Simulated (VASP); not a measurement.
# Te (C2/m) in VASP: a series of runs

The runs below take Te through single point, with PBE.

Program: VASP 6.6.1. These are calculated values, not measurements. Logs are shortened: lines on timing, memory, paths and dates and some standing lists are left out, and cuts for length are marked.

### 1 Starting point

Symmetry: C2/m, No. 12, monoclinic system. The conventional cell has a = 7.641 Å, b = 4.296 Å, c = 5.977 Å, α = 90.00°, β = 90.90°, γ = 90.00°. Around Te (site symmetry 2/m) lie 6 Te at 3.09 to 3.31 Å. Around Te (site symmetry m) lie 6 Te at 3.03 to 3.47 Å.

This isn't the form of Te at room conditions, which is trigonal, of chains.

### 2 Single point, PBE

File INCAR:

```
ADDGRID = T
ALGO = Normal
EDIFF = 1E-6
ENCUT = 460
GGA = PE
ISIF = 2
ISMEAR = 0
LASPH = T
LCHARG = F
LREAL = F
LWAVE = F
NBANDS = 16
NELM = 100
PREC = Accurate
SIGMA = 0.05
```

File KPOINTS:

```
k-points
0
Gamma
  3 3 2
```

File POSCAR:

```
Te
1.0
    3.8202894285     -2.1482026000      0.0000000000
    3.8202894285      2.1482026000      0.0000000000
   -0.0942908673      0.0000000000      5.9760906531
Te
3
Direct
    0.0000000000      0.0000000000      0.0000000000
    0.3094466100      0.3094466100      0.3388094900
    0.6905533900      0.6905533900      0.6611905100
```

Potentials or basis: VASP PAW PBE potentials, release 64 (Te).

The run is started by

```
$ cat potpaw_PBE.64/Te/POTCAR > POTCAR
$ mpirun -np 1 vasp_std > vasp.out
```

OUTCAR:

```text
EDIFF = 1E-6
   ENCUT = 460
   GGA = PE
   ISIF = 2
   ISMEAR = 0
   LASPH = T
   LREAL = F
   NELM = 100
   PREC = Accurate

 Found      8 irreducible k-points:

 Following reciprocal coordinates:
            Coordinates               Weight
  0.000000  0.000000  0.000000      1.000000
  0.333333 -0.000000 -0.000000      4.000000
  0.333333  0.333333  0.000000      2.000000
 -0.333333  0.333333  0.000000      2.000000
  0.000000  0.000000  0.500000      1.000000
  0.333333 -0.000000  0.500000      4.000000
   k-points           NKPTS =      8   k-points in BZ     NKDIM =      8   number of bands    NBANDS=     16
   number of dos      NEDOS =    301   number of ions     NIONS =      3
   total plane-waves  NPLWV =  43008
   dimension x,y,z NGX =    32 NGY =   32 NGZ =   42
   dimension x,y,z NGXF=    64 NGYF=   64 NGZF=   84
   ions per type =               3
   NGX,Y,Z   is equivalent  to a cutoff of  12.14, 12.14, 11.68 a.u.
   NGXF,Y,Z  is equivalent  to a cutoff of  24.28, 24.28, 23.36 a.u.
 SYSTEM =  unknown system
   PREC   = accura    normal or accurate (medium, high low for compatibility)
   ISTART =      0    job   : 0-new  1-cont  2-samecut
   ICHARG =      2    charge: 1-file 2-atom 10-const
   ISPIN  =      1    spin polarized calculation?
   LNONCOLLINEAR =      F non collinear calculations
   LSORBIT =      F    spin-orbit coupling
   LASPH  =      T    aspherical Exc in radial PAW
   ENCUT  =  460.0 eV  33.81 Ry    5.81 a.u.   7.66  7.66 10.45*2*pi/ulx,y,z
   NELM   =    100;   NELMIN=  2; NELMDL= -5     # of ELM steps
   EDIFF  = 0.1E-05   stopping-criterion for ELM
   LREAL  =      F    real-space projection
   EDIFFG = 0.1E-04   stopping-criterion for IOM
   NSW    =      0    number of steps for IOM
   IBRION =     -1    ionic relax: 0-MD 1-quasi-New 2-CG
   NFREE  =      0    steps in history (QN), initial steepest desc. (CG)
   ISIF   =      2    stress and relaxation
   ISYM   =      2    0-nonsym 1-usesym 2-fastsym
   POTIM  = 0.5000    time-step for ionic-motion
   TEBEG  =    0.0;   TEEND  =   0.0 temperature during run
   PSTRESS=    0.0 pullay stress
   NELECT =      18.0000    total number of electrons
   NUPDOWN=      -1.0000    fix difference up-down
   EMIN   =  10.00;   EMAX   =-10.00  energy-range for DOS
   EFERMI =   0.00;   METHOD = LEGACY
   ISMEAR =     0;   SIGMA  =   0.05  broadening in eV -4-tet -1-fermi 0-gaus
   EFERMI_NEDOS =   21; number of points for ismear=-14 and -15
   IALGO  =     38    algorithm
   IMIX   =      4    mixing-type and parameters
     AMIX     =   0.40;   BMIX     =  1.00
     AMIX_MAG =   1.60;   BMIX_MAG =  1.00
  volume/ion in A,a.u.               =      32.70       220.64
  Fermi-wavevector in a.u.,A,eV,Ry     =   0.930307  1.758025 11.775440  0.865470
  Thomas-Fermi vector in A             =   2.056681
   LORBIT       =      0    0 simple, 1 ext, 2 COOP (PROOUT), +10 PAW based schemes
   GGA     = PE    functional components
   LHFCALC =     F    Hartree Fock is set to
   AEXX    =    0.0000 exact exchange contribution
   IVDW    =     0    specifies the selected vdW correction
   LEPSILON=     F    determine dielectric tensor
   LRPA    =     F    only Hartree local field effects (RPA)
 non-spin polarized calculation
 Gauss-broadening in eV      SIGMA  =   0.05
  energy-cutoff  :      460.00
  volume of cell :       98.09
 maximum number of plane-waves:      2206
 NGX is ok and might be reduce to    30
   NGX = 15   NGY = 15   NGZ = 21

 number of electron      18.0000000 magnetization

 Free energy of the ion-electron system (eV)
  ---------------------------------------------------
  ext. energy  EPLUGINS =         0.00000000
  ---------------------------------------------------
  free energy    TOTEN  =        -8.95694224 eV

  energy without entropy =       -8.95694175  energy(sigma->0) =       -8.95694199

 E-fermi :   6.4996     XC(G=0):  -9.2704

 val. band max:        6.3460004579   @ k =   0.0000   0.0000   0.5000
 cond. band min:       6.6521419849   @ k =   0.0000   0.0000   0.5000
 fundamental gap:      0.3061415270
 Fermi energy:         6.4995722361

 k-point     1 :       0.0000    0.0000    0.0000
  band No.  band energies     occupation
      1      -7.2064      2.00000
      2      -4.0075      2.00000
      3      -3.8800      2.00000
      4       3.7137      2.00000
      5       3.7813      2.00000
      6       4.2429      2.00000
[... 8 lines left out ...]
     15      12.5677      0.00000
     16      12.5751      0.00000

 k-point     2 :       0.3333   -0.0000   -0.0000
  band No.  band energies     occupation
      1      -6.3177      2.00000
      2      -4.4226      2.00000
      3      -3.7350      2.00000
      4       1.5241      2.00000
      5       2.0926      2.00000
      6       2.6872      2.00000
[... 8 lines left out ...]
     15      13.5214      0.00000
     16      14.5749      0.00000

 k-point     3 :       0.3333    0.3333    0.0000
  band No.  band energies     occupation
      1      -6.4094      2.00000
      2      -4.3588      2.00000
      3      -3.7558      2.00000
      4       1.4548      2.00000
      5       2.1940      2.00000
      6       2.7136      2.00000
[... 8 lines left out ...]
     15      13.6386      0.00000
     16      15.0217      0.00000

 k-point     4 :      -0.3333    0.3333    0.0000
  band No.  band energies     occupation
      1      -5.2646      2.00000
      2      -4.8743      2.00000
      3      -4.2956      2.00000
      4       2.1728      2.00000
      5       2.3568      2.00000
      6       2.8246      2.00000
[... 8 lines left out ...]
     15      11.9892      0.00000
     16      15.1587      0.00000

 k-point     5 :       0.0000    0.0000    0.5000
  band No.  band energies     occupation
      1      -6.5073      2.00000
      2      -6.1376      2.00000
      3      -1.8773      2.00000
      4       2.6989      2.00000
      5       3.7788      2.00000
      6       3.8293      2.00000
[... 8 lines left out ...]
     15      11.5212      0.00000
     16      13.6276      0.00000

 k-point     6 :       0.3333   -0.0000    0.5000
  band No.  band energies     occupation
      1      -5.7758      2.00000
      2      -5.4570      2.00000
      3      -3.3299      2.00000
      4       1.2962      2.00000
      5       2.8106      2.00000
      6       3.2795      2.00000
[... 8 lines left out ...]
     15      13.0800      0.00000
     16      13.8211      0.00000

 [... further k-points ...]

------------------------ aborting loop because EDIFF is reached ----------------------------------------

  FORCE on cell =-STRESS in cart. coord.  units (eV):
  Direction    XX          YY          ZZ          XY          YZ          ZX
  --------------------------------------------------------------------------------------
  -------------------------------------------------------------------------------------
  Total        1.2340795      2.5138413     -1.1650756      0.0000000      0.0000000     -0.5654063
  in kB       20.1574239     41.0610222    -19.0303167      0.0000000      0.0000000     -9.2353335
  external PRESSURE =      14.0627098 kB  Pullay stress =       0.0000000 kB

 VOLUME and BASIS-vectors are now :
 -----------------------------------------------------------------------------
  energy-cutoff  :      460.00
  volume of cell :       98.09
      direct lattice vectors                 reciprocal lattice vectors
     3.820289429 -2.148202600  0.000000000     0.130880136 -0.232752721  0.002065029
     3.820289429  2.148202600  0.000000000     0.130880136  0.232752721  0.002065029
    -0.094290867  0.000000000  5.976090653     0.000000000  0.000000000  0.167333472

 POSITION                                       TOTAL-FORCE (eV/Angst)
 -----------------------------------------------------------------------------------
      0.00000      0.00000      0.00000        -0.000000      0.000000      0.000000
      2.33240      0.00000      2.02476        -0.282909      0.000000      0.199850
      5.21388      0.00000      3.95133         0.282909      0.000000     -0.199850
 -----------------------------------------------------------------------------------
    total drift:                                0.000000     -0.000000     -0.000000

  FREE ENERGIE OF THE ION-ELECTRON SYSTEM (eV)
  ---------------------------------------------------
  free  energy   TOTEN  =        -8.9569422418 eV

  energy  without entropy=       -8.9569417472  energy(sigma->0) =       -8.95694199
```

Run time: 14 s. Hardware: 1 thread of AMD EPYC 7R13 (Zen 3), shared host; peak memory 0.25 GiB.

The run converged, but some of its settings lie outside the range that counts as converged, so its numbers aren't taken as properties of the crystal.

Results:

```
Free energy            : -8.9569 eV
Pressure               : 1.4 GPa
Largest force          : 0.346 eV/Å
Band gap on the k mesh : none (metal or under the smearing width)
```

Caveat: the k mesh is coarse (spacing up to 0.56 Å⁻¹), so the values aren't converged.

### 3 Single point, PBE

INCAR is that of step 2.

KPOINTS is that of step 2.

File POSCAR:

```
Te
1.0
    3.8202894285     -2.1482026000      0.0000000000
    3.8202894285      2.1482026000      0.0000000000
   -0.0942908673      0.0000000000      5.9760906531
Te
3
Direct
    0.0053760000      0.0030970000      0.0153300000
    0.3128830000      0.3144850000      0.3485460000
    0.7243610000      0.6723340000      0.6509690000
```

Potentials or basis: VASP PAW PBE potentials, release 64 (Te).

The run is started by

```
$ cat potpaw_PBE.64/Te/POTCAR > POTCAR
$ mpirun -np 1 vasp_std > vasp.out
```

OUTCAR:

```text
EDIFF = 1E-6
   ENCUT = 460
   GGA = PE
   ISIF = 2
   ISMEAR = 0
   LASPH = T
   LREAL = F
   NELM = 100
   PREC = Accurate

 Found     10 irreducible k-points:

 Following reciprocal coordinates:
            Coordinates               Weight
  0.000000  0.000000  0.000000      1.000000
  0.333333 -0.000000 -0.000000      2.000000
  0.000000 -0.333333  0.000000      2.000000
  0.333333  0.333333  0.000000      2.000000
 -0.333333  0.333333  0.000000      2.000000
  0.000000  0.000000  0.500000      1.000000
   k-points           NKPTS =     10   k-points in BZ     NKDIM =     10   number of bands    NBANDS=     16
   number of dos      NEDOS =    301   number of ions     NIONS =      3
   total plane-waves  NPLWV =  43008
   dimension x,y,z NGX =    32 NGY =   32 NGZ =   42
   dimension x,y,z NGXF=    64 NGYF=   64 NGZF=   84
   ions per type =               3
   NGX,Y,Z   is equivalent  to a cutoff of  12.14, 12.14, 11.68 a.u.
   NGXF,Y,Z  is equivalent  to a cutoff of  24.28, 24.28, 23.36 a.u.
 SYSTEM =  unknown system
   PREC   = accura    normal or accurate (medium, high low for compatibility)
   ISTART =      0    job   : 0-new  1-cont  2-samecut
   ICHARG =      2    charge: 1-file 2-atom 10-const
   ISPIN  =      1    spin polarized calculation?
[... 59 lines left out ...]
 fundamental gap:      0.3976431589
 Fermi energy:         6.5764612954

 k-point     1 :       0.0000    0.0000    0.0000
  band No.  band energies     occupation
      1      -7.3382      2.00000
      2      -4.1337      2.00000
      3      -3.6959      2.00000
      4       3.3687      2.00000
      5       3.7062      2.00000
      6       4.3107      2.00000
[... 91 lines left out ...]
      3      -1.8504      2.00000
      4       2.6675      2.00000
      5       3.4680      2.00000
      6       3.8929      2.00000
[... 8 lines left out ...]
     15      11.4988      0.00000
     16      13.4900      0.00000

 [... further k-points ...]

------------------------ aborting loop because EDIFF is reached ----------------------------------------

  FORCE on cell =-STRESS in cart. coord.  units (eV):
  Direction    XX          YY          ZZ          XY          YZ          ZX
  --------------------------------------------------------------------------------------
  -------------------------------------------------------------------------------------
  Total        1.1019400      2.2748168      0.0335364      0.1815294      0.0129740     -0.7935772
  in kB       17.9990605     37.1568017      0.5477831      2.9650974      0.2119165    -12.9622710
  external PRESSURE =      18.5678818 kB  Pullay stress =       0.0000000 kB

 VOLUME and BASIS-vectors are now :
 -----------------------------------------------------------------------------
  energy-cutoff  :      460.00
  volume of cell :       98.09
      direct lattice vectors                 reciprocal lattice vectors
     3.820289429 -2.148202600  0.000000000     0.130880136 -0.232752721  0.002065029
     3.820289429  2.148202600  0.000000000     0.130880136  0.232752721  0.002065029
    -0.094290867  0.000000000  5.976090653     0.000000000  0.000000000  0.167333472

 POSITION                                       TOTAL-FORCE (eV/Angst)
 -----------------------------------------------------------------------------------
      0.03092     -0.00490      0.09161         0.099390     -0.054253      0.165393
      2.36386      0.00344      2.08294        -0.254172      0.203141     -0.160168
      5.27440     -0.11176      3.89025         0.154782     -0.148888     -0.005226
 -----------------------------------------------------------------------------------
    total drift:                                0.000034     -0.000006      0.000037

  FREE ENERGIE OF THE ION-ELECTRON SYSTEM (eV)
  ---------------------------------------------------
  free  energy   TOTEN  =        -8.9867866337 eV

  energy  without entropy=       -8.9831257178  energy(sigma->0) =       -8.98495618
```

OSZICAR:

```text
N       E                     dE             d eps       ncg     rms          rms(c)
DAV:   1     0.616510974847E+02    0.61651E+02   -0.58370E+03   320   0.791E+02
DAV:   2    -0.541563712337E+01   -0.67067E+02   -0.64100E+02   432   0.127E+02
DAV:   3    -0.896868839286E+01   -0.35531E+01   -0.35237E+01   384   0.318E+01
DAV:   4    -0.902701409123E+01   -0.58326E-01   -0.58316E-01   480   0.487E+00
DAV:   5    -0.902779618612E+01   -0.78209E-03   -0.78209E-03   424   0.483E-01    0.127E+01
DAV:   6    -0.898523792449E+01    0.42558E-01   -0.95521E-02   400   0.172E+00    0.789E+00
DAV:   7    -0.898679057019E+01   -0.15526E-02   -0.51850E-02   416   0.123E+00    0.946E-01
DAV:   8    -0.898692606702E+01   -0.13550E-03   -0.27922E-03   448   0.310E-01    0.360E-01
DAV:   9    -0.898676552356E+01    0.16054E-03   -0.73203E-04   432   0.142E-01    0.819E-02
DAV:  10    -0.898678702194E+01   -0.21498E-04   -0.11403E-04   392   0.572E-02    0.226E-02
DAV:  11    -0.898678603315E+01    0.98879E-06   -0.15013E-05   424   0.218E-02    0.758E-03
DAV:  12    -0.898678663369E+01   -0.60053E-06   -0.20919E-06   384   0.747E-03
   1 F= -.89867866E+01 E0= -.89849562E+01  d E =-.366092E-02
```

stdout:

```text
POSCAR found type information on POSCAR Te
 POSCAR found :  1 types and       3 ions
 scaLAPACK will be used
 LDA part: xc-table for (Slater+PW92), standard interpolation
 POSCAR, INCAR and KPOINTS ok, starting setup
 FFT: planning ... GRIDC
 FFT: planning ... GRID_SOFT
 FFT: planning ... GRID
 WAVECAR not read
 entering main loop
```

It took 16 s on 1 thread of AMD EPYC 7R13 (Zen 3), shared host; peak memory 0.25 GiB.

These settings aren't checked as converged: the numbers below hold their error.

Results:

| Quantity | Value |
| --- | --- |
| Free energy | -8.9868 eV |
| Pressure | 1.9 GPa |
| Largest force | 0.363 eV/Å |
| Band gap on the k mesh | none (metal or under the smearing width) |

Caveat: the k mesh is coarse (spacing up to 0.56 Å⁻¹), so the values aren't converged.

### 4 Single point, PBE

Changes to INCAR since step 3:

```diff
@@ -1,2 +1,2 @@
-ADDGRID = T
+ADDGRID = F
 ALGO = Normal
@@ -7,3 +7,3 @@
 ISMEAR = 0
-LASPH = T
+LASPH = F
 LCHARG = F
```

KPOINTS is that of step 3.

File POSCAR:

```
Te
1.0
    3.8202894285     -2.1482026000      0.0000000000
    3.8202894285      2.1482026000      0.0000000000
   -0.0942908673      0.0000000000      5.9760906531
Te
3
Direct
    0.0000000000      0.0000000000      0.0000000000
    0.3094466100      0.3094466100      0.3388094900
    0.6905533900      0.6905533900      0.6611905100
```

The run is started by

```
$ cat potpaw_PBE.64/Te/POTCAR > POTCAR
$ mpirun -np 1 vasp_std > vasp.out
```

Run time: 7.2 s. Hardware: 1 thread of AMD EPYC 7R13 (Zen 3), shared host; peak memory 0.15 GiB.

These settings aren't checked as converged: the numbers below hold their error.

What came out:

| Item | Value |
| --- | --- |
| Free energy | -8.9547 eV |
| Pressure | 1.4 GPa |
| Largest force | 0.342 eV/Å |
| Band gap on the k mesh | none (metal or under the smearing width) |

Caveat: the k mesh is coarse (spacing up to 0.56 Å⁻¹), so the values aren't converged.
